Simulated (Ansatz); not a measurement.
# Ag (P6_3/mmc) in Ansatz: relaxation of cell and atoms with HSE03

Aim: the relaxation of cell and atoms of Ag with HSE03.

Everything below comes from runs of Ansatz 0.2.0. Logs are shortened: lines on timing, memory, paths and dates and some standing lists are left out, and cuts for length are marked.

**1. The crystal as given**

The structure is hexagonal, space group P6_3/mmc (No. 194). The conventional cell has a = 2.930 Å, b = 2.930 Å, c = 4.790 Å, α = 90.00°, β = 90.00°, γ = 120.00°. Around Ag (site symmetry -6m2) lie 12 Ag at 2.93 Å.

This isn't the form of Ag at room conditions, which is fcc.

**2. Relaxation of cell and atoms, HSE03**

input reads:

```
crystal:
  lattice:
    - [2.93, 0.0, 0.0]
    - [-1.465, 2.5374544331, 0.0]
    - [0.0, 0.0, 4.79]
  atoms:
    - { symbol: Ag, position: [0.6666666667, 0.3333333333, 0.75] }
    - { symbol: Ag, position: [0.3333333333, 0.6666666667, 0.25] }
hamiltonian:
  xc: { exchange: pbe, correlation: pbe, exx: { coeff: 0.25, omega: 0.3 } }
  pseudopotentials: { kind: paw }
kpoints:
  mp_grid: { grid: [5, 5, 3] }
scf:
  occupations: { method: fermi_dirac, width: 0.05 }
output:
  forces: true
  stress: true
  eigenvalues: true
  write_density: true
  write_potential: true
  elf: true
  volumetric_format: npy
relax:
  f_tol: 0.01
  max_steps: 40
  cell: { stress_tol: 0.05 }
```

Potentials or basis: Ansatz PAW.

Log:

```text
GPUs: using 1 of 1 available (devices: 1).
Engine: ansatz 0.2.0, x86_64-unknown-linux-gnu
Pseudopotentials: kind: paw
Pseudopotential: Ag, paw, valence charge 19, recommended cutoff 420 eV (normal), Ag.paw.azcp
Functional definition: unnamed
  parameter a_1 = 0.25
  parameter omega_1 = 0.3/angstrom
  exchange = pbe_x + (-a_1)*pbe_x_sr(omega_1) + a_1*exact_x_sr(omega_1)
  correlation = pbe_c
device memory: the entry about to start is reckoned to put 0.5 GiB on a device that reports 32.2 GiB free (of which the cap on the GPU budget leaves the run 18.0 GiB)
GPU FFT provider: cuFFT
GPU libraries: cuBLAS 13.8.2, cuFFT 12.4.0, cuSOLVER 12.3.4
Crystal: 2 atoms, lattice volume = 35.612 Å³
Basis set: ecut = 420 eV, 701 PW (Γ), exchange–correlation on 40×40×72 points (8 copies of the dense FFT grid, shifted against one another)
Bands: 23, of which v1, the nominal top of the filled ones, is band 19 counted from 1 (18 counted from 0)
Symmetry: 24 space group operations
Space group: P63/mmc (ITA 194), of the structure as read, at distance tolerance 3.3e-5 Å
k-points: 10 of 75
Non-local potential: Ag, projectors of the file, l = 0: 3, l = 1: 2, l = 2: 2, l = 3: 1
PAW form: soft (Blöchl's): semilocal exchange-correlation on the pseudo side does not see the compensation charge
PAW frozen core: Ag, regenerated for the run's functional, and the local potential with it (the file was generated under x = pbe(κ = 0.804, μ = 0.2195149727645171), c = pbe(β = 0.06672455060314922))
PAW one-centre angular grid: Ag, 590 points (default); XC on 96 Gauss nodes
Initial density: superposition of atomic densities (neutral atoms: chi_scale 0, normalization atom), corrected by the library's trained network
Initial wavefunctions: pseudopotential atomic-orbital guess
GPU buffer pool allocated for 14400 grid points (all kernels)
GPU transforms: local potential and band sums: pruned to the plane-wave sphere, on 20×20×36
Functional: x = pbe(κ = 0.804, μ = 0.2195149727645171), c = pbe(β = 0.06672455060314922), warm-up for x = pbe(κ = 0.804, μ = 0.2195149727645171) + 0.25 (exact − pbe) at short range (hse, ω = 0.3 Å⁻¹), c = pbe(β = 0.06672455060314922)
SCF iter   1: F=—  HF=-15181.252160 eV  |F-HF|=—  |Δ(HF+E_count)|=         —  Δρ=2.13e-3  dr2=8.62e-4  ethr=1.77e-3  ⟨swp⟩=7.6  Hψ=896  notcnv=0
preconditioner: auto → none  [insulator: Δε(μ)=0.942 eV  Ē_g=10.981 eV  σ=0.050 eV  W_gap=0.75  n_scr=10 (ndim 8)  ℏωp=29.2 eV  f_vac=0.000  D(μ)=1.20/eV (n_scr^D=2)]
iter 2 solved again at ethr=1.11e-7 eV; its pass at ethr=2.27e-6 eV (dr2=4.21e-5 eV) is discarded
SCF iter   2: F=—  HF=-15181.252365 eV  |F-HF|=—  |Δ(HF+E_count)|=   2.05e-4  Δρ=6.21e-4  dr2=4.20e-5  ethr=1.11e-7  ⟨swp⟩=2.0  Hψ=1048  notcnv=0
SCF iter   3: F=—  HF=-15181.252436 eV  |F-HF|=—  |Δ(HF+E_count)|=   7.11e-5  Δρ=3.20e-4  dr2=8.66e-6  ethr=1.10e-7  ⟨swp⟩=3.0  Hψ=451  notcnv=0
SCF iter   4: F=—  HF=-15181.252463 eV  |F-HF|=—  |Δ(HF+E_count)|=   2.69e-5  Δρ=1.04e-4  dr2=9.34e-7  ethr=2.28e-8  ⟨swp⟩=3.0  Hψ=523  notcnv=0
SCF iter   5: F=—  HF=-15181.252466 eV  |F-HF|=—  |Δ(HF+E_count)|=   3.03e-6  Δρ=1.72e-5  dr2=2.49e-8  ethr=2.46e-9  ⟨swp⟩=3.0  Hψ=519  notcnv=0
SCF iter   6: F=—  HF=-15181.252466 eV  |F-HF|=—  |Δ(HF+E_count)|=   8.13e-8  Δρ=1.42e-6  dr2=1.66e-10  ethr=6.54e-11  ⟨swp⟩=3.0  Hψ=529  notcnv=0
SCF iter   7: F=-15181.252466 eV  HF=-15181.252466 eV  |F-HF|=1.82e-12  |Δ(HF+E_count)|=  4.95e-10  Δρ=9.37e-8  dr2=5.03e-13  ethr=1.00e-12  ⟨swp⟩=3.0  Hψ=501  notcnv=0
SCF 1 converged in 7 iterations: F = -15181.252466 eV  dr2 = 5.03e-13
device memory: the entry about to start is reckoned to put 1.1 GiB on a device that reports 32.2 GiB free (of which the cap on the GPU budget leaves the run 18.0 GiB)
GPU FFT provider: cuFFT
GPU libraries: cuBLAS 13.8.2, cuFFT 12.4.0, cuSOLVER 12.3.4
Initial density: handed on by an earlier stage of this run
Initial wavefunctions: those handed on with the density
GPU buffer pool allocated for 14400 grid points (all kernels)
GPU transforms: local potential and band sums: pruned to the plane-wave sphere, on 20×20×36
Functional: x = pbe(κ = 0.804, μ = 0.2195149727645171) + 0.25 (exact − pbe) at short range (hse, ω = 0.3 Å⁻¹), c = pbe(β = 0.06672455060314922)
[... 185 lines left out ...]
preconditioner: auto → none  [insulator: Δε(μ)=1.076 eV  Ē_g=13.460 eV  σ=0.050 eV  W_gap=0.75  n_scr=10 (ndim 8)  ℏωp=29.3 eV  f_vac=0.000  D(μ)=1.20/eV (n_scr^D=2)]
SCF iter   2: F=—  HF=-15187.748354 eV  |F-HF|=—  |Δ(HF+E_count)|=   1.86e-8  Δρ=2.64e-5  dr2=7.07e-8  ethr=7.72e-10  ⟨swp⟩=3.0  Hψ=531  notcnv=0
SCF iter   3: F=—  HF=-15187.748354 eV  |F-HF|=—  |Δ(HF+E_count)|=   2.55e-7  Δρ=1.37e-5  dr2=2.73e-8  ethr=1.40e-10  ⟨swp⟩=5.0  Hψ=627  notcnv=0  defer=30
SCF iter   4: F=—  HF=-15187.748354 eV  |F-HF|=—  |Δ(HF+E_count)|=  3.82e-10  Δρ=6.84e-6  dr2=4.29e-9  ethr=7.09e-11  ⟨swp⟩=4.8  Hψ=615  notcnv=0  defer=8
SCF iter   5: F=—  HF=-15187.748354 eV  |F-HF|=—  |Δ(HF+E_count)|=   1.71e-9  Δρ=2.67e-6  dr2=5.97e-10  ethr=1.02e-11  ⟨swp⟩=2.9  Hψ=441  notcnv=0  defer=1
iter 6 solved again at ethr=1.00e-12 eV; its pass at ethr=1.53e-12 eV (dr2=1.78e-11 eV) is discarded
SCF iter   6: F=-15187.748354 eV  HF=-15187.748354 eV  |F-HF|=1.27e-11  |Δ(HF+E_count)|=  3.78e-10  Δρ=4.94e-7  dr2=3.53e-11  ethr=1.00e-12  ⟨swp⟩=2.0  Hψ=962  notcnv=0
SCF 14 stopped early in 6 iterations: F = -15187.748354 eV  dr2 = 3.53e-11
hybrid outer 1: dexx = +3.225e-7 eV, tail = 1.27e-9 eV
GPU FFT provider: cuFFT
GPU libraries: cuBLAS 13.8.2, cuFFT 12.4.0, cuSOLVER 12.3.4
GPU buffer pool allocated for 14400 grid points (all kernels)
GPU transforms: local potential and band sums: pruned to the plane-wave sphere, on 20×20×36
Exchange kernel: α = 0.2500, screened, ω = 0.3000 Å⁻¹, Wigner–Seitz truncation, v(0) = 502.0585 eV·Å³, q-mesh 5×5×3, nearest image of the exchange supercell L = 14.47 Å, pair-density grid 15×15×24, without the augmentation charges, whose exchange is taken in its separable form by FFT convolution over the k-point mesh (sized by the pseudopotential files, 18×18×36 at the most), smooth part of the exact exchange by density-matrix convolution in up to 733.6 MiB of GPU memory as planned if the GPU has room (build and FFT work areas not counted)
Frozen-core exchange: fock
SCF iter   1: F=—  HF=-15187.748354 eV  |F-HF|=—  |Δ(HF+E_count)|=         —  Δρ=4.70e-7  dr2=4.04e-11  ethr=1.67e-11  ⟨swp⟩=11.7  Hψ=759  notcnv=0
preconditioner: auto → none  [insulator: Δε(μ)=1.076 eV  Ē_g=12.668 eV  σ=0.050 eV  W_gap=0.75  n_scr=10 (ndim 8)  ℏωp=29.3 eV  f_vac=0.000  D(μ)=1.20/eV (n_scr^D=2)]
SCF iter   2: F=-15187.748354 eV  HF=-15187.748354 eV  |F-HF|=1.82e-12  |Δ(HF+E_count)|=  3.64e-12  Δρ=1.68e-7  dr2=3.54e-12  ethr=1.00e-12  ⟨swp⟩=2.0  Hψ=422  notcnv=0
SCF 15 converged in 2 iterations: F = -15187.748354 eV  dr2 = 3.54e-12
  Residual-converged pass: ⟨swp⟩=3.8  Hψ=704  notcnv=0  max |occ|·‖R‖ = 9.2e-9 eV (tolerance 1.0e-8 eV)  dr2=3.43e-12  dr2_onsite=2.21e-13  max |Δocc| = 3.1e-18
hybrid outer 2: dexx = +1.103e-11 eV, tail = 8.26e-12 eV, Δε = 1.42e-5 eV (about 1.24e-6 eV left of the loop's levels)
relax step   5: F+E_penalty+E_count = -15187.74835431 eV  Δ(F+E_penalty+E_count) = +2.862e-4 eV  max|allowed force component| = 4.626e-18 eV/Å  Δτ_max = 0.0000 Å  P = +0.002 GPa  Ω = 35.313 Å³  stress off target by 2.68e-3 GPa  SCF on the basis re-selected at this cell (its energy is not comparable with the rows above)  (8 SCF iters)
basis re-selected at this cell: Δ(F+E_penalty+E_count) = +2.862e-4 eV, ΔP = +0.003 GPa vs the last step (what re-selecting the basis moved, of the pressure what is left beyond the Pulay correction that the steps carried, after the strain that the cell walked since its last selection, with what the two solves' SCF thresholds leave and, on support functions, any second-order correction that the steps lacked; it is no measure of the basis error at this ecutwfc). This SCF's stress stands 2.68e-3 GPa from its target on what of the cell is left free (relax.cell.stress_tol is 5.00e-2 GPa) and its largest allowed force component is 4.63e-18 eV/Å (relax.f_tol is 1.00e-2 eV/Å): within both
hybrid SCF converged: 2 outer / 8 inner (+0 warm-up), last move |dexx| = 1.10e-11 eV, tail = 8.26e-12 eV
Stability not checked: this state was not tested for a lower state beside it, because the functional holds exact exchange (a hybrid, or Hartree-Fock), whose exchange loop this test does not read (fock_operator; see scf.lower_state_search)
Free energy (F): -15187.748354 eV
Frozen-core exchange: fock
Harris-Foulkes:  -15187.748354 eV  (|F-HF|=1.82e-12)
Internal energy: -15187.739356 eV  (E = F + TS)
E sigma→0 (E₀):  -15187.743855 eV
Entropy (-TS):   -0.008998 eV (-4.499 meV/atom)
Fermi energy:    17.034178 eV
--- Per-component energies (eV) ---
  E_band       = -584.339174
  E_kinetic    = 1057.340180
  E_local      = -4510.248535  (includes V_loc(G=0)·N_el)
  E_nonlocal   = 162.273662
  E_hartree    = 2051.997274
  E_xc         = -299.189346
  E_vxc        = -375.832972  (∫ρ·V_xc dr)
  E_exx        = -152.914103  (= α·E_x^exact, valence–valence)
  E_paw        = -7730.384240  (= ΣΔE_a)
  E_vpaw       = -716.038480  (= ΣTr[D̂ρ^β])
  E_aug_tail   = 0.000658  (compensation charges beyond the density's cutoff)
  E_ewald      = -5765.459139
  E_core_change = -1.155768  (= ΣΔE_core)
  E_smearing   = -0.008998  (= −TS)
  E_closure    = -0.000000  (closes the sum)
  Σ components = -15187.748354   (vs F -15187.748354, Δ=-1.82e-12)
--- Forces (eV/Å), atoms counted from 1 ---
  atom   1  Ag    -0.00000000    -0.00000000     0.00000000
  atom   2  Ag     0.00000000     0.00000000    -0.00000000
  max |Σ_I F_I| component: 6.94e-18 eV/Å
--- Stress (GPa, compression-positive) ---
        0.001810       0.000000      -0.000000
        0.000000       0.001810      -0.000000
       -0.000000      -0.000000       0.002683
  P = ⅓ Tr σ = 0.0021 GPa (0.021 kbar)
--- Band table (eV; the first three rows and the last of 10) ---
  k-point 0: bands = ["-80.2979", "-80.2826", "-42.5250", "-42.3877", "-42.3877", "-42.3628", "-42.3617", "-42.3617", "8.2415", "9.1218", "10.5294", "10.6859", "10.6859", "10.9031", "10.9031", "11.3146", "11.3146", "12.3066", "12.3066", "16.0131", "20.0625", "32.6897", "34.2209"]
  k-point 1: bands = ["-80.2941", "-80.2864", "-42.4842", "-42.4031", "-42.3811", "-42.3811", "-42.3681", "-42.3681", "9.0370", "9.3077", "10.5400", "10.6025", "10.6025", "10.7416", "10.7416", "11.7079", "11.7079", "12.1753", "12.1753", "12.7966", "24.5683", "30.7409", "33.0243"]
  k-point 2: bands = ["-80.2925", "-80.2797", "-42.5068", "-42.4339", "-42.4099", "-42.4023", "-42.3721", "-42.3717", "9.2730", "9.5468", "10.3606", "10.6579", "10.7375", "11.0454", "11.2438", "11.2614", "11.4304", "11.4374", "12.3940", "18.4283", "20.4113", "28.2887", "31.6519"]
  k-point 9: bands = ["-80.2782", "-80.2766", "-42.5153", "-42.5052", "-42.4575", "-42.4385", "-42.4142", "-42.4005", "9.4539", "9.8605", "9.9394", "10.3519", "10.4850", "11.4415", "11.5993", "11.7575", "12.2844", "12.4982", "18.6727", "19.1062", "22.3274", "22.4565", "24.7287"]
--- Relaxed structure (4 steps of the walk, 4 accepted, 1 SCFs on fresh bases) ---
  F+E_penalty+E_count = -15187.74835431 eV   max|allowed force component| = 4.626e-18 eV/Å   (the final SCF, on the basis selected at the relaxed cell)
  cell:  # Å, volume = 35.3130 Å³
    - [2.9074463053864883, 1.7437580626399096e-33, -2.2868958198556196e-34]
    - [-1.4537231526932441, 2.5179223606039076, -3.0996735433802586e-20]
    - [-3.7386453846700986e-34, -5.851311487271261e-20, 4.823708821367225]
  atoms:
    - { symbol: Ag, position: [0.6666666666666666, 0.3333333333333333, 0.7500000000000001] }
    - { symbol: Ag, position: [0.3333333333333333, 0.6666666666666666, 0.25] }
```

It took 18 s on 1 × NVIDIA H100 80GB HBM3 with 2 threads of AMD EPYC 7R13 (Zen 3), shared host; peak memory 1.6 GiB.

Results:

| Quantity | Value |
| --- | --- |
| Free energy | -15187.7484 eV |
| Relaxed volume | 17.66 Å³/atom |
| Relaxed cell | a = 2.907 Å, b = 2.907 Å, c = 4.824 Å, α = 90.00°, β = 90.00°, γ = 120.00° |
| Space group after relaxing (to 0.05 Å) | P6_3/mmc (No. 194) |
| Energy gained by relaxing | 1.5 meV/atom |
| Ionic steps | 5 |
| Pressure after relaxing | 0.0 GPa |
| Band gap on the k mesh | none (metal or under the smearing width) |

Step by step:
| step | energy change (eV) | largest force (eV/Å) | volume (Å³) |
| --- | --- | --- | --- |
| 1 | 0.0000 | 0.0000 | 35.61 |
| 2 | -0.0026 | 0.0000 | 35.06 |
| 3 | -0.0032 | 0.0000 | 35.34 |
| 4 | -0.0032 | 0.0000 | 35.31 |
| 5 | -0.0029 | 0.0000 | 35.31 |

Final structure:
```xyz
2
Lattice="2.9074 0.0000 0.0000 -1.4537 2.5179 0.0000 0.0000 0.0000 4.8237" Properties=species:S:1:pos:R:3 pbc="T T T"
Ag    1.4537    0.8393    3.6178
Ag    0.0000    1.6786    1.2059
```

Caveat: the k mesh is coarse (spacing up to 0.50 Å⁻¹), so the values aren't converged, least of all with exact exchange; the plane-wave basis is chosen anew once the cell has moved, so the energies of steps on either side of that aren't comparable; the PAW data sets come from PBE, with cores solved anew for the run's functional, which leaves a small shift of forces and pressure.
